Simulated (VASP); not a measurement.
# Li2S (Fm-3m) in VASP: further runs

The runs below take Li2S through single point, relaxation of cell and atoms, with PBEsol.

All numbers are computed with VASP 6.6.1; they aren't measurements. Logs are shortened: lines on timing, memory, paths and dates and some standing lists are left out, and cuts for length are marked.

**1. Starting point**

It takes space group Fm-3m (No. 225, cubic). The conventional cell has a = 5.655 Å, b = 5.655 Å, c = 5.655 Å, α = 90.00°, β = 90.00°, γ = 90.00°. Li (site symmetry -43m) has 4 S at 2.45 Å as nearest neighbours. S (site symmetry m-3m) is surrounded by 8 Li at 2.45 Å.

The cell comes from a database or a generator and needn't be the stable form of this composition.

**2. Single point, PBEsol (the perfect crystal in a cell of 48 atoms)**

File INCAR:

```
ALGO     = Fast           # electronic algorithm
EDIFF    = 1E-6           # SCF threshold, eV
ENCUT    = 520            # plane-wave cutoff, eV
GGA      = PS             # functional
ISIF     = 2              # what is computed and relaxed
ISMEAR   = 0              # smearing method
LASPH    = True           # aspherical terms in the spheres
LCHARG   = False          # write CHGCAR
LREAL    = Auto         
LWAVE    = False          # write WAVECAR
NBANDS   = 126            # bands
NELM     = 100            # most SCF steps
PREC     = Accurate       # precision mode
SIGMA    = 0.01           # smearing width, eV
```

File KPOINTS:

```
Automatic mesh
0
Gamma
  2 2 2
  0.5 0.5 0.5
```

File POSCAR:

```
Li2S
1.0
    5.6548817363      5.6548817363      5.6548817363
   -5.6548817363      5.6548817363     -5.6548817363
   -5.6548817363     -5.6548817363      5.6548817363
Li S
32 16
Direct
    0.7500000000      0.0000000000      0.0000000000
    0.7500000000      0.7500000000      0.2500000000
    0.0000000000      0.7500000000      0.0000000000
    0.7500000000      0.5000000000      0.5000000000
    0.0000000000      0.5000000000      0.2500000000
    0.2500000000      0.5000000000      0.0000000000
    0.7500000000      0.2500000000      0.7500000000
    0.0000000000      0.2500000000      0.5000000000
    0.2500000000      0.2500000000      0.2500000000
    0.5000000000      0.2500000000      0.0000000000
    0.0000000000      0.0000000000      0.7500000000
    0.2500000000      0.0000000000      0.5000000000
    0.5000000000      0.0000000000      0.2500000000
    0.2500000000      0.7500000000      0.7500000000
    0.5000000000      0.7500000000      0.5000000000
    0.5000000000      0.5000000000      0.7500000000
    0.2500000000      0.0000000000      0.0000000000
    0.2500000000      0.7500000000      0.2500000000
    0.5000000000      0.7500000000      0.0000000000
    0.2500000000      0.5000000000      0.5000000000
    0.5000000000      0.5000000000      0.2500000000
    0.7500000000      0.5000000000      0.0000000000
    0.2500000000      0.2500000000      0.7500000000
    0.5000000000      0.2500000000      0.5000000000
    0.7500000000      0.2500000000      0.2500000000
    0.0000000000      0.2500000000      0.0000000000
    0.5000000000      0.0000000000      0.7500000000
    0.7500000000      0.0000000000      0.5000000000
    0.0000000000      0.0000000000      0.2500000000
    0.7500000000      0.7500000000      0.7500000000
    0.0000000000      0.7500000000      0.5000000000
    0.0000000000      0.5000000000      0.7500000000
    0.5000000000      0.2500000000      0.2500000000
    0.5000000000      0.0000000000      0.5000000000
    0.7500000000      0.0000000000      0.2500000000
    0.5000000000      0.7500000000      0.7500000000
    0.7500000000      0.7500000000      0.5000000000
    0.0000000000      0.7500000000      0.2500000000
    0.5000000000      0.5000000000      0.0000000000
    0.7500000000      0.5000000000      0.7500000000
    0.0000000000      0.5000000000      0.5000000000
    0.2500000000      0.5000000000      0.2500000000
    0.7500000000      0.2500000000      0.0000000000
    0.0000000000      0.2500000000      0.7500000000
    0.2500000000      0.2500000000      0.5000000000
    0.0000000000      0.0000000000      0.0000000000
    0.2500000000      0.0000000000      0.7500000000
    0.2500000000      0.7500000000      0.0000000000
```

Potentials or basis: VASP PAW PBE potentials, release 64 (Li_sv, S).

Started as:

```
> cat potpaw_PBE.64/Li_sv/POTCAR potpaw_PBE.64/S/POTCAR > POTCAR
> mpirun -np 1 vasp_std > vasp.out
```

OUTCAR:

```text
EDIFF = 1E-6
   ENCUT = 520
   GGA = PS
   ISIF = 2
   ISMEAR = 0
   LASPH = True
   LREAL = Auto
   NELM = 100
   PREC = Accurate

 ion  position               nearest neighbor table
   1  0.750  0.000  0.000-  35 2.45  36 2.45  43 2.45  46 2.45
   2  0.750  0.750  0.250-  35 2.45  37 2.45  38 2.45  39 2.45
   3  0.000  0.750  0.000-  38 2.45  40 2.45  46 2.45  48 2.45
   4  0.750  0.500  0.500-  33 2.45  37 2.45  40 2.45  41 2.45
   5  0.000  0.500  0.250-  38 2.45  41 2.45  42 2.45  43 2.45
   6  0.250  0.500  0.000-  39 2.45  42 2.45  44 2.45  48 2.45
[... 24 lines left out ...]
  31  0.000  0.750  0.500-  37 2.45  38 2.45  41 2.45  47 2.45
  32  0.000  0.500  0.750-  40 2.45  41 2.45  44 2.45  48 2.45
  33  0.500  0.250  0.250-   4 2.45   9 2.45  10 2.45  13 2.45  17 2.45  21 2.45  24 2.45  25 2.45

  34  0.500  0.000  0.500-   7 2.45  12 2.45  13 2.45  15 2.45  18 2.45  24 2.45  27 2.45  28 2.45

  35  0.750  0.000  0.250-   1 2.45   2 2.45   8 2.45  13 2.45  19 2.45  25 2.45  28 2.45  29 2.45

  36  0.500  0.750  0.750-   1 2.45  14 2.45  15 2.45  16 2.45  19 2.45  20 2.45  27 2.45  30 2.45

  37  0.750  0.750  0.500-   2 2.45   4 2.45  11 2.45  15 2.45  21 2.45  28 2.45  30 2.45  31 2.45

  38  0.000  0.750  0.250-   2 2.45   3 2.45   5 2.45  12 2.45  18 2.45  22 2.45  29 2.45  31 2.45

  39  0.500  0.500  0.000-   2 2.45   6 2.45  10 2.45  16 2.45  19 2.45  21 2.45  22 2.45  23 2.45

  40  0.750  0.500  0.750-   3 2.45   4 2.45   7 2.45  16 2.45  22 2.45  24 2.45  30 2.45  32 2.45

  41  0.000  0.500  0.500-   4 2.45   5 2.45   8 2.45  14 2.45  20 2.45  25 2.45  31 2.45  32 2.45

  42  0.250  0.500  0.250-   5 2.45   6 2.45   9 2.45  15 2.45  18 2.45  20 2.45  21 2.45  26 2.45

  43  0.750  0.250  0.000-   1 2.45   5 2.45   7 2.45  10 2.45  22 2.45  25 2.45  26 2.45  27 2.45

  44  0.000  0.250  0.750-   6 2.45   7 2.45   8 2.45  11 2.45  23 2.45  26 2.45  28 2.45  32 2.45

  45  0.250  0.250  0.500-   8 2.45   9 2.45  12 2.45  16 2.45  20 2.45  23 2.45  24 2.45  29 2.45

  46  0.000  0.000  0.000-   1 2.45   3 2.45   9 2.45  11 2.45  17 2.45  26 2.45  29 2.45  30 2.45

  47  0.250  0.000  0.750-  10 2.45  11 2.45  12 2.45  14 2.45  17 2.45  23 2.45  27 2.45  31 2.45

  48  0.250  0.750  0.000-   3 2.45   6 2.45  13 2.45  14 2.45  17 2.45  18 2.45  19 2.45  32 2.45

  LATTYP: Found a body centered cubic cell.
 ALAT       =    11.3097634726

  Lattice vectors:

 A1 = (   5.6548817363,   5.6548817363,   5.6548817363)
 A2 = (  -5.6548817363,   5.6548817363,  -5.6548817363)
 A3 = (  -5.6548817363,  -5.6548817363,   5.6548817363)

Analysis of symmetry for initial positions (statically):
=====================================================================
 Subroutine PRICEL returns following result:

  LATTYP: Found a face centered cubic cell.
 ALAT       =     5.6548817363

  Lattice vectors:

 A1 = (  -2.8274408681,   0.0000000000,  -2.8274408681)
 A2 = (   0.0000000000,  -2.8274408681,  -2.8274408682)
 A3 = (  -2.8274408681,  -2.8274408681,   0.0000000000)

  16 primitive cells build up your supercell.

 Routine SETGRP: Setting up the symmetry group for a
 body centered cubic supercell.

 Subroutine GETGRP returns: Found 48 space group operations
 (whereof 48 operations were pure point group operations)
 out of a pool of 48 trial point group operations.

The static configuration has the point symmetry O_h .

Analysis of symmetry for dynamics (positions and initial velocities):
=====================================================================
 Subroutine PRICEL returns following result:

  LATTYP: Found a face centered cubic cell.
 ALAT       =     5.6548817363

  Lattice vectors:

 A1 = (  -2.8274408681,   0.0000000000,  -2.8274408681)
 A2 = (   0.0000000000,  -2.8274408681,  -2.8274408682)
 A3 = (  -2.8274408681,  -2.8274408681,   0.0000000000)

  16 primitive cells build up your supercell.

 Routine SETGRP: Setting up the symmetry group for a
 body centered cubic supercell.

 Subroutine GETGRP returns: Found 48 space group operations
 (whereof 48 operations were pure point group operations)
 out of a pool of 48 trial point group operations.

The dynamic configuration has the point symmetry O_h .

 Subroutine INISYM returns: Found 48 space group operations
 (whereof 48 operations are pure point group operations),
 and found    16 'primitive' translations

----------------------------------------------------------------------------------------

                                     Primitive cell

  volume of cell :      45.2075

  direct lattice vectors                    reciprocal lattice vectors
    -2.827440868  0.000000000 -2.827440868    -0.176838358  0.176838358 -0.176838358
     0.000000000 -2.827440868 -2.827440868     0.176838358 -0.176838358 -0.176838358
    -2.827440868 -2.827440868  0.000000000    -0.176838358 -0.176838358  0.176838358

  length of vectors
[... 60 lines left out ...]
   NELM   =    100;   NELMIN=  2; NELMDL= -5     # of ELM steps
   EDIFF  = 0.1E-05   stopping-criterion for ELM
   LREAL  =      T    real-space projection
   EDIFFG = 0.1E-04   stopping-criterion for IOM
   NSW    =      0    number of steps for IOM
   IBRION =     -1    ionic relax: 0-MD 1-quasi-New 2-CG
   NFREE  =      0    steps in history (QN), initial steepest desc. (CG)
   ISIF   =      2    stress and relaxation
   ISYM   =      2    0-nonsym 1-usesym 2-fastsym
   POTIM  = 0.5000    time-step for ionic-motion
   TEBEG  =    0.0;   TEEND  =   0.0 temperature during run
   PSTRESS=    0.0 pullay stress
   NELECT =     192.0000    total number of electrons
   NUPDOWN=      -1.0000    fix difference up-down
   EMIN   =  10.00;   EMAX   =-10.00  energy-range for DOS
   EFERMI =   0.00;   METHOD = LEGACY
   ISMEAR =     0;   SIGMA  =   0.01  broadening in eV -4-tet -1-fermi 0-gaus
   EFERMI_NEDOS =   21; number of points for ismear=-14 and -15
   IALGO  =     68    algorithm
   IMIX   =      4    mixing-type and parameters
     AMIX     =   0.40;   BMIX     =  1.00
     AMIX_MAG =   1.60;   BMIX_MAG =  1.00
  volume/ion in A,a.u.               =      15.07       101.69
  Fermi-wavevector in a.u.,A,eV,Ry     =   1.052119  1.988217 15.061042  1.106955
  Thomas-Fermi vector in A             =   2.187190
   LORBIT       =      0    0 simple, 1 ext, 2 COOP (PROOUT), +10 PAW based schemes
   GGA     = PS    functional components
   LHFCALC =     F    Hartree Fock is set to
   AEXX    =    0.0000 exact exchange contribution
   IVDW    =     0    specifies the selected vdW correction
   LEPSILON=     F    determine dielectric tensor
   LRPA    =     F    only Hartree local field effects (RPA)
 non-spin polarized calculation
 RMM-DIIS sequential band-by-band and
 Gauss-broadening in eV      SIGMA  =   0.01
  energy-cutoff  :      520.00
  volume of cell :      723.32
 maximum number of plane-waves:     19512
 NGX is ok and might be reduce to    80

 number of electron     192.0000205 magnetization

 Free energy of the ion-electron system (eV)
  ---------------------------------------------------
  ext. energy  EPLUGINS =         0.00000000
  ---------------------------------------------------
  free energy    TOTEN  =      -198.00356382 eV

  energy without entropy =     -198.00356382  energy(sigma->0) =     -198.00356382

 E-fermi :   1.4482     XC(G=0):  -8.7259

 val. band max:        1.2697322889   @ k =  -0.2500   0.2500   0.2500
 cond. band min:       5.2126441378   @ k =  -0.2500   0.2500   0.2500
 fundamental gap:      3.9429118489
 Fermi energy:         1.4481982520

 k-point     1 :       0.2500    0.2500    0.2500
  band No.  band energies     occupation
      1     -41.8971      2.00000
      2     -41.8971      2.00000
      3     -41.8971      2.00000
      4     -41.8971      2.00000
      5     -41.8845      2.00000
      6     -41.8845      2.00000
[... 100 lines left out ...]
    107       6.3742      0.00000
    108       6.3753      0.00000

 k-point     2 :      -0.2500    0.2500    0.2500
  band No.  band energies     occupation
      1     -41.9023      2.00000
      2     -41.8933      2.00000
      3     -41.8933      2.00000
      4     -41.8933      2.00000
      5     -41.8933      2.00000
      6     -41.8894      2.00000
[... 100 lines left out ...]
    107       7.1086      0.00000
    108       7.1114      0.00000
 [bands above 108 left out]

------------------------ aborting loop because EDIFF is reached ----------------------------------------

  FORCE on cell =-STRESS in cart. coord.  units (eV):
  Direction    XX          YY          ZZ          XY          YZ          ZX
  --------------------------------------------------------------------------------------
  -------------------------------------------------------------------------------------
  Total        0.2376114      0.2376114      0.2376114      0.0000000     -0.0000000      0.0000000
  in kB        0.5263169      0.5263169      0.5263169      0.0000000     -0.0000000      0.0000000
  external PRESSURE =       0.5263169 kB  Pullay stress =       0.0000000 kB

 VOLUME and BASIS-vectors are now :
 -----------------------------------------------------------------------------
  energy-cutoff  :      520.00
  volume of cell :      723.32
      direct lattice vectors                 reciprocal lattice vectors
     5.654881736  5.654881736  5.654881736     0.000000000  0.088419179  0.088419179
    -5.654881736  5.654881736 -5.654881736    -0.088419179  0.088419179  0.000000000
    -5.654881736 -5.654881736  5.654881736    -0.088419179  0.000000000  0.088419179

 POSITION                                       TOTAL-FORCE (eV/Angst)
 -----------------------------------------------------------------------------------
      4.24116      4.24116      4.24116         0.000000     -0.000000     -0.000000
     -1.41372      7.06860      1.41372         0.000000     -0.000000     -0.000000
     -4.24116      4.24116     -4.24116         0.000000     -0.000000     -0.000000
     -1.41372      4.24116      4.24116         0.000000     -0.000000     -0.000000
     -4.24116      1.41372     -1.41372         0.000000     -0.000000     -0.000000
     -1.41372      4.24116     -1.41372         0.000000     -0.000000     -0.000000
[... 40 lines left out ...]
     -2.82744     -2.82744      5.65488        -0.000000     -0.000000      0.000000
     -2.82744      5.65488     -2.82744        -0.000000     -0.000000      0.000000
 -----------------------------------------------------------------------------------
    total drift:                                0.000000      0.000000     -0.000000

  FREE ENERGIE OF THE ION-ELECTRON SYSTEM (eV)
  ---------------------------------------------------
  free  energy   TOTEN  =      -198.0035638227 eV

  energy  without entropy=     -198.0035638227  energy(sigma->0) =     -198.00356382
```

Run time: 14 min. Hardware: 1 thread of AMD EPYC 9R14 (Zen 4), shared host; peak memory 0.97 GiB.

Results:

* Free energy: -198.0036 eV
* Band gap on the k mesh: 3.94 eV

Levels at points of the mesh, in eV from the valence-band top:
| k point | band 92 | band 93 | band 94 | band 95 | band 96 | band 97 | band 98 | band 99 | band 100 | band 101 |
| --- | --- | --- | --- | --- | --- | --- | --- | --- | --- | --- |
| (0.25, 0.25, 0.25) | -0.01 | -0.01 | -0.01 | -0.01 | -0.01 | 5.10 | 5.10 | 5.10 | 5.10 | 5.10 |

Caveat: the cutoff is under 1.25 times the usual one of these potentials, so pressure, stress and relaxed cells hold a basis-set (Pulay) error; the PAW data sets were made with another functional, which shifts forces and pressure a little. A k mesh can miss the band edges.

**3. Single point, PBEsol**

This run uses another cell than the first one: it holds 3 atoms, not 48.

File INCAR:

```
ALGO     = Normal         # electronic algorithm
EDIFF    = 1E-7           # SCF threshold, eV
ENCUT    = 520            # plane-wave cutoff, eV
GGA      = PS             # functional
ISIF     = 2              # what is computed and relaxed
ISMEAR   = 0              # smearing method
LASPH    = True           # aspherical terms in the spheres
LCHARG   = True           # write CHGCAR
LELF     = True           # ELF
LREAL    = False          # projectors in reciprocal space
LVHAR    = True         
LWAVE    = False          # write WAVECAR
NBANDS   = 13             # bands
NELM     = 100            # most SCF steps
PREC     = Accurate       # precision mode
SIGMA    = 0.02           # smearing width, eV
```

File KPOINTS:

```
k-points
0
Gamma
  8 8 8
```

File POSCAR:

```
Li2S
1.0
    0.0000000000      2.8274408681      2.8274408681
    2.8274408681      0.0000000000      2.8274408681
    2.8274408681      2.8274408681      0.0000000000
Li S
2 1
Direct
    0.7500000000      0.7500000000      0.7500000000
    0.2500000000      0.2500000000      0.2500000000
    0.0000000000      0.0000000000      0.0000000000
```

Potentials or basis: VASP PAW PBE potentials, release 64 (Li_sv, S).

Started as:

```
> cat potpaw_PBE.64/Li_sv/POTCAR potpaw_PBE.64/S/POTCAR > POTCAR
> mpirun -np 1 vasp_std > vasp.out
```

Wall time 16 s (1 thread of AMD EPYC 9R14 (Zen 4), shared host); peak memory 0.13 GiB.

Results (log left out):

```
Free energy            : -12.3755 eV
Band gap on the k mesh : 3.20 eV, indirect (least direct gap 4.22 eV)
```

Levels at points of the mesh, in eV from the valence-band top:
```csv
k point,band 4,band 5,band 6,band 7,band 8,band 9
"(0.00, 0.00, 0.00)",0.00,0.00,0.00,4.22,6.16,6.16
"(0.50, 0.00, 0.00)",-3.00,-0.53,-0.53,6.12,6.49,6.49
"(0.50, 0.50, 0.00)",-2.24,-1.49,-1.49,3.20,7.09,11.13
```

Caveat: the cutoff is under 1.25 times the usual one of these potentials, so pressure, stress and relaxed cells hold a basis-set (Pulay) error; the PAW data sets were made with another functional, which shifts forces and pressure a little. PBEsol gaps usually lie below the measured ones, often by a third to a half.

**4. Relaxation of cell and atoms, PBEsol**

This run uses another cell than the first one, of 15.19 Å³/atom, 1.008 times its volume.

File INCAR:

```
SYSTEM = Li2S
PREC = Accurate ; ENCUT = 600
EDIFF = 1E-7 ; ISMEAR = 0
SIGMA = 0.02 ; LREAL = .FALSE.
LASPH = .TRUE. ; NELM = 100
ALGO = Fast ; ISIF = 3
LWAVE = .FALSE. ; LCHARG = .FALSE.
GGA = PS ; IBRION = 2
NSW = 100 ; EDIFFG = -0.005
```

File KPOINTS:

```
regular mesh
0
G
  8 8 8
  0 0 0
```

File POSCAR:

```
Li2S
1.0
    0.0000000000      2.8351678429      2.8351678429
    2.8351678429      0.0000000000      2.8351678429
    2.8351678429      2.8351678429      0.0000000000
Li S
2 1
Direct
    0.7500000000      0.7500000000      0.7500000000
    0.2500000000      0.2500000000      0.2500000000
    0.0000000000      0.0000000000      0.0000000000
```

Started as:

```
> cat potpaw_PBE.64/Li_sv/POTCAR potpaw_PBE.64/S/POTCAR > POTCAR
> mpirun -np 1 vasp_std > vasp.out
```

It took 43 s on 1 thread of AMD EPYC 9R14 (Zen 4), shared host; peak memory 0.15 GiB.

Results (log left out):

| Quantity | Value |
| --- | --- |
| Free energy | -12.3773 eV |
| Relaxed volume | 15.05 Å³/atom |
| Relaxed cell | a = 3.997 Å, b = 3.997 Å, c = 3.997 Å, α = 60.00°, β = 60.00°, γ = 60.00° |
| Space group after relaxing (to 0.05 Å) | Fm-3m (No. 225) |
| Energy gained by relaxing | 0.2 meV/atom |
| Ionic steps | 3 |
| Pressure after relaxing | 0.0 GPa |
| Band gap on the k mesh | 3.20 eV, indirect (least direct gap 4.23 eV) |

The path:
| step | energy change (eV) | largest force (eV/Å) | pressure (GPa) | volume (Å³) |
| --- | --- | --- | --- | --- |
| 1 | 0.0000 | 0.0000 | -0.37 | 45.58 |
| 2 | -0.0004 | 0.0000 | -0.16 | 45.35 |
| 3 | -0.0005 | 0.0000 | 0.02 | 45.16 |

Final structure:
```yaml
crystal:
  lattice:
    - [0.00000, 2.82635, 2.82635]
    - [2.82635, 0.00000, 2.82635]
    - [2.82635, 2.82635, 0.00000]
  atoms:
    - { symbol: Li, position: [0.75000, 0.75000, 0.75000] }
    - { symbol: Li, position: [0.25000, 0.25000, 0.25000] }
    - { symbol: S, position: [0.00000, 0.00000, 0.00000] }
```

Levels at points of the mesh, in eV from the valence-band top:
```
           k point  band 2  band 3  band 4  band 5  band 6  band 7  band 8  band 9  band 10
(0.00, 0.00, 0.00)  -43.40  -11.08    0.00    0.00    0.00    4.23    6.16    6.16     6.16
(0.50, 0.00, 0.00)  -43.43  -10.62   -3.00   -0.53   -0.53    6.12    6.49    6.49     8.35
(0.50, 0.50, 0.00)  -43.42  -10.49   -2.24   -1.49   -1.49    3.20    7.10   11.14    11.14
```

Caveat: the cutoff is under 1.25 times the usual one of these potentials, so pressure, stress and relaxed cells hold a basis-set (Pulay) error; the PAW data sets were made with another functional, which shifts forces and pressure a little. A k mesh can miss the band edges.

**5. Overview**

| task | cell | k mesh | cutoff (eV) | smearing | gap on the mesh (eV) |
| --- | --- | --- | --- | --- | --- |
| single point | the perfect crystal in a cell of 48 atoms | 2 × 2 × 2, shifted | 520 | gaussian 0.01 eV | 3.94 |
| single point | Fm-3m, 15.07 Å³/atom | 8 × 8 × 8 | 520 | gaussian 0.02 eV | 3.20 |
| relaxation of cell and atoms | relaxed | 8 × 8 × 8 | 600 | gaussian 0.02 eV | 3.20 |

Alike in all rows: level PBEsol; potentials or basis VASP PAW PBE potentials, release 64 (Li_sv, S); no spin polarisation.

Caveats: the cutoff is under 1.25 times the usual one of these potentials, so pressure, stress and relaxed cells hold a basis-set (Pulay) error; the PAW data sets were made with another functional, which shifts forces and pressure a little.

Total energies depend on the potentials used, so only differences within one code and one set of settings carry meaning.
